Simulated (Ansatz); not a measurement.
**AlN under strains and displacements**

Computed with DFT PBE, scalar-relativistic, plane waves, PAW (Ansatz).

Cutoff 420 eV; k points 10×10×10 on the computed 2-atom cell (Γ-centred); Gaussian smearing, width 0.02 eV; no spin polarisation.

Reference cell:

```
Al N
1.0
     0.00000    2.03452    2.03452
     2.03452    0.00000    2.03452
     2.03452    2.03452    0.00000
Al N
1 1
Direct
  0.50000 0.50000 0.50000
  0.00000 0.00000 0.00000
```

Each variant moves atoms of this cell by the vectors given, if any (Å), and then applies a symmetric strain (tensor components, Cartesian axes). The reference cell isn't relaxed at this level. Energies are per atom at zero smearing, counted from the lowest variant. Pressure is positive in compression.

1. strain (xx yy zz yz xz xy, %) -2.78 -2.78 -4.28 0.00 0.00 -0.60; moves: Al1 (0.000, 0.000, 0.060); N2 (0.000, 0.000, -0.060)
2. strain (xx yy zz yz xz xy, %) 3.33 2.91 6.05 1.01 0.92 3.00; moves: Al1 (0.027, -0.051, -0.082); N2 (-0.027, 0.051, 0.082)
3. strain (xx yy zz yz xz xy, %) -0.25 -0.25 -0.25 0.00 0.00 0.00
4. strain (xx yy zz yz xz xy, %) 2.66 3.34 2.97 -3.00 2.21 2.92; moves: Al1 (-0.059, -0.007, -0.011); N2 (0.059, 0.007, 0.011)
5. strain (xx yy zz yz xz xy, %) 6.82 3.82 3.82 0.00 0.00 0.00; moves: Al1 (-0.100, 0.000, 0.000); N2 (0.100, 0.000, 0.000)
6. strain (xx yy zz yz xz xy, %) 1.16 1.16 1.16 0.00 0.00 0.00
7. strain (xx yy zz yz xz xy, %) -1.32 -1.32 -1.32 -6.00 -6.00 -6.00
8. no strain; moves: Al1 (0.000, 0.150, 0.000)
9. strain (xx yy zz yz xz xy, %) 0.06 0.06 0.06 0.00 0.00 0.00
10. strain (xx yy zz yz xz xy, %) 1.64 1.64 1.64 0.00 0.00 0.00

Problem. Order the variants by energy, lowest first.

Solution. 9 (0.0 meV/atom), 3 (0.5 meV/atom), 6 (7.3 meV/atom), 10 (14.6 meV/atom), 8 (40.7 meV/atom), 1 (119.2 meV/atom), 4 (124.1 meV/atom), 5 (136.8 meV/atom), 2 (143.7 meV/atom), 7 (347.3 meV/atom). Neighbours within 1 meV/atom are level.

Problem. Order them by pressure, highest first.

Solution. 1 (34.40 GPa), 7 (16.98 GPa), 8 (3.86 GPa), 3 (2.23 GPa), 9 (-0.16 GPa), 6 (-7.87 GPa), 10 (-10.92 GPa), 4 (-15.58 GPa), 2 (-18.64 GPa), 5 (-22.31 GPa).

This rock-salt form isn't the usual stable structure of the compound.